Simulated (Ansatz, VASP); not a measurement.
AlN: VASP beside Ansatz

```
CELL_PARAMETERS angstrom
3.22380 0.00000 0.00000
-1.61190 2.79189 0.00000
0.00000 0.00000 4.41490
ATOMIC_POSITIONS crystal
Al 0.33333 0.66667 0.00173
Al 0.66667 0.33333 0.50173
N 0.33333 0.66667 0.38327
N 0.66667 0.33333 0.88327
```

Alike in both runs: task relaxation of the atoms; functional PBE; k mesh 9 × 9 × 6; occupations gaussian, width 0.05 eV; no spin polarisation.

|  | VASP | Ansatz |
| --- | --- | --- |
| version | VASP 6.6.1 | Ansatz 0.2.0 |
| potentials or method | VASP PAW PBE potentials, release 64 (Al, N) | scalar-relativistic, plane waves, PAW |
| plane-wave cutoff (eV) | 520 | 520 |
| valence electrons in the cell | 16 | 16 |

```csv
,VASP,Ansatz,Ansatz less VASP
"gap on the k mesh at the Fermi level, each at its own relaxed structure (eV)",3.54,3.54,-0.005
energy change over the relaxation (meV/atom),-177,-176,+0.6
```

Ansatz warned: «stress_scf_threshold_loose».

A hybrid or GW would open this gap; PBE tends to underestimate it.
